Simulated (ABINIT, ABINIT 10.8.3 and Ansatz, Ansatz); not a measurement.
# SiC (Moissanite): Bethe-Salpeter spectra with ABINIT

Wanted: excitons and ε₂ of SiC (Moissanite), with cost.

Main program and level: ABINIT 10.8.3 and Ansatz 0.2.0; PBE and many-body steps on it, plane waves.

## 1. Starting point

It takes space group P6_3mc (No. 186, hexagonal). The conventional cell has a = 3.076 Å, b = 3.076 Å, c = 5.048 Å, α = 90.00°, β = 90.00°, γ = 120.00°. Si has 4 C at 1.87 to 1.94 Å nearest. Nearest to C lie 4 Si at 1.87 to 1.94 Å. Farther neighbours are not listed.

Coordinates:

```cif
data_structure
_symmetry_space_group_name_H-M 'P6_3mc'
_symmetry_Int_Tables_number 186
_cell_length_a 3.0760
_cell_length_b 3.0760
_cell_length_c 5.0480
_cell_angle_alpha 90.000
_cell_angle_beta 90.000
_cell_angle_gamma 120.000
_cell_volume 41.36
loop_
_atom_site_label
_atom_site_type_symbol
_atom_site_symmetry_multiplicity
_atom_site_Wyckoff_symbol
_atom_site_fract_x
_atom_site_fract_y
_atom_site_fract_z
_atom_site_occupancy
Si1 Si 2 b 0.33333 0.66667 0.00000 1
C1 C 2 b 0.33333 0.66667 0.38500 1
```

The cell and positions come from the Crystallography Open Database and are kept as given unless a step says otherwise.

## 2. Empty states on the mesh, 6×6×4 mesh, 128 bands

This step: ABINIT 10.8.3; DFT, PBE, plane waves, norm-conserving pseudopotentials.

The sums over transitions need many empty states on a uniform mesh; this step solves for them.

Contents of run.abi:

```
acell 3*1.0 Angstrom
rprim 
  3.075999999976 0.000000000005 0.000000000000
  -1.537999999993 2.663894142018 0.000000000000
  0.000000000000 0.000000000000 5.048000000000
ntypat 2
znucl 14 6
natom 4
typat 1 1 2 2
xred 
  0.333333333333 0.666666666667 0.000000000000
  0.666666666667 0.333333333333 0.500000000000
  0.333333333333 0.666666666667 0.385000000000
  0.666666666667 0.333333333333 0.885000000000
pp_dirpath "pseudos"
pseudos "Si.upf, C.upf"
ecut 37
ngkpt 6 6 4
nshiftk 1
shiftk 0 0 0
kptopt 1
chksymbreak 0
irdden 1
istwfk *1
nband 128
prtvol 0
optdriver 6
gwr_task "HDIAGO"
paral_kgb 0
occopt 1
indata_prefix "in"
outdata_prefix "out"
tmpdata_prefix "tmp"
```

Started as:

```sh
> OMP_NUM_THREADS=1 mpirun -n 4 abinit run.abi > log
```

The program printed:

```text
.Version 10.8.3 of ABINIT. v10.8.2 released Aug 2026.

 Symmetries : space group P6_3 m c (#186); Bravais hP (primitive hexag.)
[... echo of the input left out ...]
== DATASET  1 ==================================================================
-   mpi_nproc: 4, omp_nthreads: 1 (-1 if OMP is not activated)

--- !DatasetInfo
iteration_state: {dtset: 1, }
dimensions: {natom: 4, nkpt: 21, mband: 128, nsppol: 1, nspinor: 1, nspden: 1, mpw: 3018, }
cutoff_energies: {ecut:  37.0, pawecutdg:  -1.0, }
[...]
Indirect band gap semiconductor
 Fundamental gap:     2.329 (eV)
   VBM:     7.139 (eV) at k: [ 0.0000E+00,  0.0000E+00,  0.0000E+00]
   CBM:     9.468 (eV) at k: [ 3.3333E-01,  3.3333E-01,  0.0000E+00]
 Direct gap:         4.083 (eV) at k: [ 5.0000E-01,  0.0000E+00,  0.0000E+00]

== END DATASET(S) ==============================================================
================================================================================

 -outvars: echo values of variables after computation  --------
           etotal      0.0000000000E+00
            nband         128
             nkpt          21
          spgroup         186
 [... the other variables as echoed above ...]

 Calculation completed.
```

It took 4.3 min on 4 MPI ranks of AMD EPYC 7571, shared host; peak memory 2.2 GiB.

This step gave:

```yaml
gap: 2.329 eV
k_of_the_valence_top: 0, 0, 0
k_of_the_conduction_bottom: 0.3333, 0.3333, 0
least_direct_gap: 4.083 eV
k_points_computed: 21
lowest_point_of_the_top_converged_band_above_the_valence_top: 96.3707 eV
```

On this mesh the gap is 2.329 eV.

The density comes from a self-consistent run that is not shown.

## 3. Screening, 6×6×4 mesh, 120 bands, screening to 179.6 eV

The RPA dielectric matrix is built and inverted for each q.

This step: RPA screening on PBE, plane waves, norm-conserving pseudopotentials.

run.abi: that of step 2 with these lines changed.

```diff
@@ -22,10 +22,11 @@
 chksymbreak 0
-irdden 1
 istwfk *1
-nband 128
-prtvol 0
-optdriver 6
-gwr_task "HDIAGO"
-paral_kgb 0
 occopt 1
+irdwfk 1
+optdriver 3
+nband 120
+ecuteps 6.6
+inclvkb 2
+awtr 1
+symchi 1
 indata_prefix "in"
```

The program printed:

```text
.Version 10.8.3 of ABINIT. v10.8.2 released Aug 2026.

 Symmetries : space group P6_3 m c (#186); Bravais hP (primitive hexag.)
[... echo of the input left out ...]
== DATASET  1 ==================================================================
-   mpi_nproc: 4, omp_nthreads: 1 (-1 if OMP is not activated)

--- !DatasetInfo
iteration_state: {dtset: 1, }
dimensions: {natom: 4, nkpt: 21, mband: 120, nsppol: 1, nspinor: 1, nspden: 1, mpw: 3018, }
cutoff_energies: {ecut:  37.0, pawecutdg:  -1.0, }
[...]
--------------------------------------------------------------------------------
[... chi0 elements left out ...]
 For q-point:  0.000010 0.000020 0.000030
  dielectric constant =   6.8410
  dielectric constant without local fields =   7.4939

  Average fulfillment of the sum rule on Im[epsilon] for q-point    1 :     86.60  [%]
[... wings left out ...]
  q-point number  2        q = ( 0.166667, 0.000000, 0.000000) [r.l.u.]
--------------------------------------------------------------------------------
[... chi0 elements left out ...]
  Average fulfillment of the sum rule on Im[epsilon] for q-point    2 :     92.38  [%]

 [... 19 further q-points ...]
```

Run time: 9.2 min. Hardware: 4 MPI ranks; peak memory 1.2 GiB; 37 min of CPU time.

Numbers from this step:

* ε∞ with local fields, on this mesh, along the program's q direction: 6.841
* the same without local fields: 7.494
* plasma frequency: 23.09 eV
* plane waves in the screening matrix: 245

Local fields lower ε∞ by 9 %.

## 4. Self-energy, 6×6×4 mesh, 120 bands, screening to 179.6 eV

The self-energy is evaluated for the states that the input lists, and the levels follow from it, in one-shot runs by the linearised quasiparticle equation.

This step: G0W0 on PBE, plane waves, norm-conserving pseudopotentials.

run.abi: that of step 3 with these lines changed.

```diff
@@ -25,8 +25,19 @@
 irdwfk 1
-optdriver 3
+optdriver 4
 nband 120
+gwcalctyp 0
+ecutsigx 37
+symsigma 1
+nkptgw 3
+kptgw 
+  0.0000000000 0.0000000000 0.0000000000
+  0.3333333333 0.3333333333 0.0000000000
+  0.5000000000 0.0000000000 0.0000000000
+bdgw 
+  6 10
+  7 10
+  7 10
 ecuteps 6.6
-inclvkb 2
-awtr 1
-symchi 1
+irdscr 1
+ppmodel 1
 indata_prefix "in"
```

The program printed:

```text
.Version 10.8.3 of ABINIT. v10.8.2 released Aug 2026.

 Symmetries : space group P6_3 m c (#186); Bravais hP (primitive hexag.)
[... echo of the input left out ...]
== DATASET  1 ==================================================================
-   mpi_nproc: 4, omp_nthreads: 1 (-1 if OMP is not activated)

--- !DatasetInfo
iteration_state: {dtset: 1, }
dimensions: {natom: 4, nkpt: 21, mband: 120, nsppol: 1, nspinor: 1, nspden: 1, mpw: 3018, }
cutoff_energies: {ecut:  37.0, pawecutdg:  -1.0, }
[...]
Band     E0 <VxcDFT>   SigX SigC(E0)      Z dSigC/dE  Sig(E)    E-E0       E
[...]
9   9.734 -10.592  -6.058  -4.168   0.821  -0.218 -10.291   0.301  10.035
       10  11.338 -11.767  -6.941  -4.259   0.809  -0.235 -11.308   0.459  11.797

== END DATASET(S) ==============================================================
================================================================================

 -outvars: echo values of variables after computation  --------
           etotal      0.0000000000E+00
            nband         120
             nkpt          21
          spgroup         186
 [... the other variables as echoed above ...]

 Calculation completed.
```

The job ended after 78 s (4 MPI ranks; peak memory 1.4 GiB).

Numbers from this step:

* G0W0 gap on the points computed: 2.955 eV
* starting gap on the mesh: 2.329 eV
* k of the valence top: 0, 0, 0
* k of the conduction bottom: 0.3333, 0.3333, 0
* least direct G0W0 gap on the computed points: 4.969 eV

The gap on the mesh goes from 2.33 eV to 2.96 eV, a correction of +0.63 eV.

The gap opens by 0.626 eV; the next steps shift the empty bands rigidly by 0.626 eV. The least direct G0W0 gap is 4.969 eV, so this shift leaves the direct transitions −0.26 eV off.

## 5. Excitons

Light makes an electron and a hole together. The Bethe-Salpeter equation adds their screened attraction and their exchange, in a window of bands around the gap.

This step: Bethe-Salpeter equation on PBE with a scissors shift, plane waves, norm-conserving pseudopotentials.

run.abi: that of step 4 with these lines changed.

```diff
@@ -25,19 +25,17 @@
 irdwfk 1
-optdriver 4
-nband 120
-gwcalctyp 0
-ecutsigx 37
-symsigma 1
-nkptgw 3
-kptgw 
-  0.0000000000 0.0000000000 0.0000000000
-  0.3333333333 0.3333333333 0.0000000000
-  0.5000000000 0.0000000000 0.0000000000
-bdgw 
-  6 10
-  7 10
-  7 10
-ecuteps 6.6
+optdriver 99
+bs_calctype 1
+mbpt_sciss 0.626 eV
+bs_loband 5
+nband 12
+bs_exchange_term 1
+bs_coulomb_term 11
+bs_coupling 0
+bs_algorithm 1
+bs_freq_mesh 0 11 0.1 eV
+zcut 0.15 eV
+ecuteps 4
+ecutwfn 18.5
+inclvkb 2
 irdscr 1
-ppmodel 1
 indata_prefix "in"
```

The program printed:

```text
.Version 10.8.3 of ABINIT. v10.8.2 released Aug 2026.

 Symmetries : space group P6_3 m c (#186); Bravais hP (primitive hexag.)
[... echo of the input left out ...]
== DATASET  1 ==================================================================
-   mpi_nproc: 4, omp_nthreads: 1 (-1 if OMP is not activated)

--- !DatasetInfo
iteration_state: {dtset: 1, }
dimensions: {natom: 4, nkpt: 21, mband: 12, nsppol: 1, nspinor: 1, nspden: 1, mpw: 1099, }
cutoff_energies: {ecut:  18.5, pawecutdg:  -1.0, }
electrons: {nelect:   1.60000000E+01, charge:   0.00000000E+00, occopt:   1.00000000E+00, tsmear:   1.00000000E-02, }

 Exciton: Calculation of dielectric properties by solving the Bethe-Salpeter equation
 in frequency domain and reciprocal space on a transitions basis set.
 Based on a program developed by L. Reining, V. Olevano, F. Sottile,
 S. Albrecht, and G. Onida. Incorporated in ABINIT by M. Giantomassi.

.Using double precision arithmetic ; gwpc =  8

[... cell and pseudopotentials left out ...]
--------------------------------------------------------------------------------

 ==== K-mesh for the wavefunctions ====
 Number of points in the irreducible wedge :    21
[... list of points left out ...]
 Together with 12 symmetry operations and time-reversal symmetry
 yields   144 points in the full Brillouin Zone.

 ==== Q-mesh for the screening function ====
 Number of points in the irreducible wedge :    21
[... list of points left out ...]
 Together with 12 symmetry operations and time-reversal symmetry
 yields   144 points in the full Brillouin Zone.

 vcoul_init : cutoff-mode = AUXILIARY_FUNCTION
 q-points for optical limit:   1
     1)      0.000010    0.000020    0.000030
 setmesh: FFT mesh size selected  =    18x   18x   30
          total number of points  =         9720

 ==== Fundamental parameters for the solution of the Bethe-Salpeter equation: ====
 Algorithm: Direct diagonalization.
 Dimension of the v, W matrices,  npweps  = 111
 Cutoff for the wavefunctions,    npwwfn  = 1099
 Number of k-points in the IBZ,   nkibz   = 21
 Highest empty band included,     nband   = 12
 === Spin UP ===
 Number of resonant transitions          2304
 Lowest occupied state                   5
 Highest occupied state                  8
 Lowest unoccupied state                 9
 Highest unoccupied state                12
 Minimum frequency [eV]           Emin    =   0.00
 Maximum frequency [eV]           Emax    =  11.00
 Frequency step [eV]              dE      =   0.10
 Lorentzian broadening [eV]       eta     =   0.15
 RPA L0 with KS energies and KS wavefunctions
 Scissors operator energy [eV] =          0.63
 Local fields effects (v term) included
 Excitonic effects (W term) included
 Full W_GG' included
 W is read from an external SCR file
 Resonant-only calculation (Hermitian case)

 Calculating epsilon_Macro(q-->0,w), along the following directions:
 q = (  0.801191  0.000000  0.000000) [r.l.u.]
 q = (  0.000000  0.801191  0.000000) [r.l.u.]
 q = (  0.000000  0.000000  1.518233) [r.l.u.]
 q = (  0.925135 -0.462568  0.000000) [r.l.u.]
 q = (  0.000000  0.801191  0.000000) [r.l.u.]
 q = (  0.000000  0.000000  1.518233) [r.l.u.]
 Number of electrons calculated from density =   15.9967; Expected =   16.0000
 average of density, n =  0.057307
 r_s =    1.6090
 omega_plasma =   23.0920 [eV]

. Writing resonant excitonic Hamiltonian on file out_BSR; file size=   0.04 [Gb].
 Direct diagonalization of the resonant excitonic Hamiltonian, Matrix size= 2304
. Using LAPACK sequential version.
 Excitonic eigenvalues in eV up to n=   32
   4.36729   4.36797   4.38429   4.67409   4.68234   4.68244   4.70809   4.70820
   4.71026   4.93123   5.00612   5.01028   5.02562   5.03134   5.03277   5.04392
   5.04427   5.04574   5.05078   5.05138   5.05288   5.05328   5.06459   5.06645
   5.08892   5.10805   5.10829   5.10919   5.10936   5.11151   5.11517   5.11630

 First excitonic eigenvalue=    4.37 [eV]
 Last  excitonic eigenvalue=   15.50 [eV]

 GW  direct gap       4.71  0.00 [eV]
 EXC direct gap       4.37  0.00 [eV]
 EXC binding energy   0.34  0.00 [eV]

 Excitonic eigenvalues up to the GW energy gap [eV]
  1 (  4.37  0.00)
  2 (  4.37  0.00)
  3 (  4.38  0.00)
  4 (  4.67  0.00)
  5 (  4.68  0.00)
  6 (  4.68  0.00)
  7 (  4.71  0.00)
  8 (  4.71  0.00)

 Macroscopic dielectric function:
 omega [eV] <KS_RPA_nlf>  <GW_RPA_nlf>  <BSE>
   0.0000   6.3904   0.0000   5.9363   0.0000   6.4877   0.0000
   0.1000   6.3916   0.0036   5.9372   0.0027   6.4889   0.0038
   0.2000   6.3952   0.0072   5.9400   0.0055   6.4927   0.0076
   0.3000   6.4012   0.0109   5.9445   0.0082   6.4990   0.0114
   0.4000   6.4097   0.0146   5.9509   0.0110   6.5078   0.0152
   0.5000   6.4206   0.0183   5.9592   0.0138   6.5193   0.0191
   0.6000   6.4340   0.0221   5.9694   0.0167   6.5333   0.0231
   0.7000   6.4499   0.0259   5.9814   0.0195   6.5499   0.0271
   0.8000   6.4685   0.0298   5.9954   0.0225   6.5693   0.0312
   0.9000   6.4896   0.0338   6.0113   0.0255   6.5914   0.0354

 Writing KS-RPA macroscopic dielectric function without local fields to file: out_RPA_NLF_MDF
 Writing GW-RPA macroscopic dielectric function without local fields to file: out_GW_NLF_MDF
 Writing EXC Macroscopic dielectric function to file: out_EXC_MDF

== END DATASET(S) ==============================================================
================================================================================

 -outvars: echo values of variables after computation  --------
           etotal      0.0000000000E+00
            nband          12
             nkpt          21
          spgroup         186
 [... the other variables as echoed above ...]

 Calculation completed.
```

Elapsed: 6.4 min, on 4 MPI ranks; peak memory 0.49 GiB.

This step gave:

* direct gap of the transition levels: 4.709 eV
* transitions in the window: 2304
* first strong exciton (over a fiftieth of the strongest listed): 5.006 eV
* lowest state: 4.367 eV
* binding of the lowest state below the direct gap: 0.3413 eV
* Coulomb term of one mesh cell: 0.3298 eV

The binding is 1.0 times the screened Coulomb term of one mesh cell (0.33 eV), so it is not shown settled.

The lowest state lies at 4.367 eV, 0.341 eV under the direct gap.

Lines within 3 meV are set at the lowest of them, and the highest group, which the list may cut short, is left out. Exciton lines, with heights relative to the strongest:

```tsv
position (eV)	lines merged	oscillator strength, relative
4.367	2	0.0
4.384	1	0.0
4.674	1	0.0
4.682	2	0.0
4.708	3	0.4
4.931	1	0.0
5.006	1	2.4
5.010	1	2.6
5.026	1	100
5.031	2	0.8
```

Mean over the three Cartesian directions of q; broadening 0.15 eV; transition window only. Limits: finite bands, cutoff and mesh; exciton not shown settled in the k mesh. The ε₂ by photon energy; read off at these points:

```tsv
photon energy (eV)	BSE	no electron-hole interaction	Kohn-Sham, no shift
0.00	0	0	0
0.30	0.0114	0.00823	0.0109
0.60	0.0231	0.0167	0.0221
0.90	0.0355	0.0255	0.0338
1.20	0.0489	0.0349	0.0466
1.50	0.0637	0.0451	0.0608
1.80	0.0807	0.0565	0.0770
2.10	0.101	0.0694	0.0959
2.40	0.124	0.0844	0.119
2.70	0.154	0.102	0.147
2.90	0.178	0.116	0.170
3.20	0.223	0.141	0.214
3.50	0.285	0.173	0.274
3.80	0.374	0.215	0.366
4.10	0.514	0.274	0.523
4.40	0.768	0.361	0.896
4.70	1.42	0.509	2.60
5.00	4.40	0.847	3.07
5.30	5.22	2.38	3.63
5.60	7.41	2.92	8.60
5.90	21.1	3.49	16.3
6.10	31.8	6.27	23.9
6.20	28.3	8.09	27.4
6.50	24.8	16.3	19.6
6.80	15.4	27.0	15.1
7.10	9.92	20.8	11.1
7.40	8.45	15.9	11.7
7.70	10.6	11.0	11.7
8.00	7.99	11.5	10.5
8.20	8.13	13.7	9.83
8.50	6.66	10.9	8.13
8.80	5.80	9.76	6.25
9.10	4.17	8.38	4.74
9.40	3.38	6.44	3.67
9.70	2.89	4.81	2.93
10.00	2.44	3.92	4.12
10.30	3.00	2.88	2.83
10.60	2.10	4.17	2.97
10.90	2.22	2.98	2.29
```

## 6. Triplet (no exchange term)

run.abi: that of step 5 with these lines changed.

```diff
@@ -30,3 +30,3 @@
 nband 12
-bs_exchange_term 1
+bs_exchange_term 0
 bs_coulomb_term 11
@@ -34,3 +34,3 @@
 bs_algorithm 1
-bs_freq_mesh 0 11 0.1 eV
+bs_freq_mesh 0 9 0.05 eV
 zcut 0.15 eV
```

The program printed:

```text
.Version 10.8.3 of ABINIT. v10.8.2 released Aug 2026.

 Symmetries : space group P6_3 m c (#186); Bravais hP (primitive hexag.)
[... echo of the input left out ...]
== DATASET  1 ==================================================================
-   mpi_nproc: 4, omp_nthreads: 1 (-1 if OMP is not activated)

--- !DatasetInfo
iteration_state: {dtset: 1, }
dimensions: {natom: 4, nkpt: 21, mband: 12, nsppol: 1, nspinor: 1, nspden: 1, mpw: 1099, }
cutoff_energies: {ecut:  18.5, pawecutdg:  -1.0, }
electrons: {nelect:   1.60000000E+01, charge:   0.00000000E+00, occopt:   1.00000000E+00, tsmear:   1.00000000E-02, }

 Exciton: Calculation of dielectric properties by solving the Bethe-Salpeter equation
 in frequency domain and reciprocal space on a transitions basis set.
 Based on a program developed by L. Reining, V. Olevano, F. Sottile,
 S. Albrecht, and G. Onida. Incorporated in ABINIT by M. Giantomassi.

.Using double precision arithmetic ; gwpc =  8

[... cell and pseudopotentials left out ...]
--------------------------------------------------------------------------------

 ==== K-mesh for the wavefunctions ====
 Number of points in the irreducible wedge :    21
[... list of points left out ...]
 Together with 12 symmetry operations and time-reversal symmetry
 yields   144 points in the full Brillouin Zone.

 ==== Q-mesh for the screening function ====
 Number of points in the irreducible wedge :    21
[... list of points left out ...]
 Together with 12 symmetry operations and time-reversal symmetry
 yields   144 points in the full Brillouin Zone.

 vcoul_init : cutoff-mode = AUXILIARY_FUNCTION
 q-points for optical limit:   1
     1)      0.000010    0.000020    0.000030
 setmesh: FFT mesh size selected  =    18x   18x   30
[...]
average of density, n =  0.057307
 r_s =    1.6090
 omega_plasma =   23.0920 [eV]

. Writing resonant excitonic Hamiltonian on file out_BSR; file size=   0.04 [Gb].
 Direct diagonalization of the resonant excitonic Hamiltonian, Matrix size= 2304
. Using LAPACK sequential version.
 Excitonic eigenvalues in eV up to n=   32
   4.35748   4.35984   4.38118   4.66081   4.67040   4.67260   4.70649   4.70666
   4.71025   4.89883   4.99913   5.00331   5.00808   5.01337   5.02659   5.02850
   5.03909   5.03964   5.04213   5.04763   5.04932   5.05012   5.05147   5.05449
   5.07831   5.10137   5.10336   5.10554   5.10750   5.10858   5.11253   5.11400

 First excitonic eigenvalue=    4.36 [eV]
 Last  excitonic eigenvalue=   15.46 [eV]

 GW  direct gap       4.71  0.00 [eV]
 EXC direct gap       4.36  0.00 [eV]
 EXC binding energy   0.35  0.00 [eV]

 Excitonic eigenvalues up to the GW energy gap [eV]
  1 (  4.36  0.00)
  2 (  4.36  0.00)
  3 (  4.38  0.00)
[...]
7 (  4.71  0.00)
  8 (  4.71  0.00)

 Macroscopic dielectric function:
 omega [eV] <KS_RPA_nlf>  <GW_RPA_nlf>  <BSE>
   0.0000   6.3904   0.0000   5.9363   0.0000   6.6705   0.0000
   0.0500   6.3907   0.0018   5.9366   0.0014   6.6708   0.0021
   0.1000   6.3916   0.0036   5.9372   0.0027   6.6718   0.0041
[...]
0.4000   6.4097   0.0146   5.9509   0.0110   6.6925   0.0166
   0.4500   6.4148   0.0164   5.9548   0.0124   6.6984   0.0188

 Writing KS-RPA macroscopic dielectric function without local fields to file: out_RPA_NLF_MDF
 Writing GW-RPA macroscopic dielectric function without local fields to file: out_GW_NLF_MDF
 Writing EXC Macroscopic dielectric function to file: out_EXC_MDF

== END DATASET(S) ==============================================================
================================================================================

 -outvars: echo values of variables after computation  --------
           etotal      0.0000000000E+00
            nband          12
             nkpt          21
          spgroup         186
 [... the other variables as echoed above ...]

 Calculation completed.
```

Run time: 6.3 min. Hardware: 4 MPI ranks; peak memory 0.49 GiB; 25 min of CPU time.

The lowest triplet lies at 4.357 eV; without spin-orbit coupling triplets are dark, so no spectrum is read.

(Continued in part 2 of 3.)

[Paths, hosts, dates, memory and timing lines, banners, echoed tables and standing remarks are left out of the program output.]

[Logs are printed without paths, hosts, clocks, repeated set-up lines and the standing remarks that a program may print on its own settings, such as how far it seeks lower states.]

[Runs of the session that timed out or met a known fault of the program may be left out.]

[Hosts, paths, dates, database ids (printed as entryN), source tags and the programs' standing remarks are cut or masked in the printed files.]

[G0W0 gaps are taken among the corrected bands and points alone; a level outside them can change the order at an edge.]

[Where Ansatz stands beside ABINIT at settings called matched, ABINIT's density can come from a denser mesh and the files from another edition; pairs whose starting gaps differed by over 0.03 eV were left out, so agreement reads better than it is.]
